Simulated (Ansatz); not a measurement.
**CeO2, relaxed from a CdCl2-type start to space group Fm-3m (read at 0.02 Å)**

**The experiment.** The Crystallography Open Database holds a measured cell of cubic CeO2 (space group Fm-3m) at 295 K (2015, doi:10.1021/acs.inorgchem.5b00395): a = 5.410 Å, 13.19 Å³/atom.

From “Atomistic and experimental study on thermal conductivity of bulk and porous cerium dioxide”, 2019, pmc:6474893, for a bulk crystal of CeO2 at 300 K: bulk modulus 204 GPa.

Method: PBE, scalar-relativistic; no spin polarisation; PAW, 420 eV, Γ-centred 10×10×10 mesh, 0.05 eV Gaussian smearing; code Ansatz. The datasets are Ansatz's generated set soft_2.

```cif
data_structure
_symmetry_space_group_name_H-M 'P 1'
_symmetry_Int_Tables_number 1
_cell_length_a 3.8642
_cell_length_b 3.8642
_cell_length_c 3.8642
_cell_angle_alpha 59.983
_cell_angle_beta 59.983
_cell_angle_gamma 59.983
_cell_volume 40.79
loop_
_atom_site_label
_atom_site_type_symbol
_atom_site_fract_x
_atom_site_fract_y
_atom_site_fract_z
_atom_site_occupancy
Ce1 Ce 0.00000 0.00000 0.00000 1
O1 O 0.24999 0.24999 0.24999 1
O2 O 0.75001 0.75001 0.75001 1
```

The start was a prototype's sites filled with these elements; the Crystallography Open Database holds the compound in this structure.

The cell above was scaled in volume, and shape and atoms were relaxed at each volume within its symmetry. Energies are counted from the cell above.

The cell is relaxed to zero pressure at this level.

| V (Å³/atom) | ΔE (meV/atom) | P from the stress (GPa) |
| --- | --- | --- |
| 12.848 | 24.78 | 11.17 |
| 13.052 | 12.75 | 7.79 |
| 13.323 | 3.09 | 3.69 |
| 13.595 | 0.00 | 0.01 |
| 13.867 | 2.86 | -3.29 |
| 14.139 | 10.95 | -6.24 |
| 14.547 | 31.91 | -10.11 |
| 14.955 | 61.89 | -13.38 |

Q: Do the energies and the pressures agree? Compare −ΔE/ΔV between neighbouring points (1 meV/Å³ = 0.1602 GPa) with the mean of their pressures.

A: 
```json
{"interval (Å³/atom)": "12.85 to 13.05", "−ΔE/ΔV (GPa)": "9.4", "mean P (GPa)": "9.5"}
{"interval (Å³/atom)": "13.05 to 13.32", "−ΔE/ΔV (GPa)": "5.7", "mean P (GPa)": "5.7"}
{"interval (Å³/atom)": "13.32 to 13.60", "−ΔE/ΔV (GPa)": "1.8", "mean P (GPa)": "1.8"}
{"interval (Å³/atom)": "13.60 to 13.87", "−ΔE/ΔV (GPa)": "-1.7", "mean P (GPa)": "-1.6"}
{"interval (Å³/atom)": "13.87 to 14.14", "−ΔE/ΔV (GPa)": "-4.8", "mean P (GPa)": "-4.8"}
{"interval (Å³/atom)": "14.14 to 14.55", "−ΔE/ΔV (GPa)": "-8.2", "mean P (GPa)": "-8.2"}
{"interval (Å³/atom)": "14.55 to 14.95", "−ΔE/ΔV (GPa)": "-11.8", "mean P (GPa)": "-11.7"}
```
They differ by 0.06 GPa at most.

Q: What do the two routes give for V0, B0 and B0′?

A: A third-order Birch–Murnaghan fit of the energies: V0 = 13.60 Å³/atom, B0 = 174 GPa, B0′ = 4.5. A polynomial of P in ln V, with B = −dP/d ln V at P = 0: V0 = 13.60 Å³/atom, B0 = 174 GPa, B0′ = 4.5.

B0·V0 = 173.7 GPa × 13.60 Å³ = 14.74 eV/atom sets the scale: near the minimum ΔE ≈ ½ B0 V0 x², with x = V/V0 − 1, and a pressure of 1.7 GPa squeezes the volume by about 1 %. At the ends of the curve: x = −5.5 % predicts 22.3 meV/atom and the run gives 24.8; x = +10.0 % predicts 73.6 meV/atom and the run gives 61.9. Compression costs more and expansion less than the parabola says, since the crystal stiffens as it shrinks; B0′ measures that.

**Against experiment.** PBE gives 5.464 Å and 13.60 Å³/atom, +3.0 % in volume (+1.0 % in length) from the database's cell. PBE usually overestimates volumes by a few per cent. Measured bulk modulus of CeO2: 204 GPa (300 K; quoted in “Atomistic and experimental study on thermal conductivity of bulk and porous cerium dioxide”, 2019, pmc:6474893). This calculation gives 174 GPa (-14.8 %). Bulk moduli follow the volume steeply: with B0′ near 4, a cell 1 % too large is about 4 % too soft, and one too small too stiff.

No spin–orbit coupling, a notable omission for heavy elements.
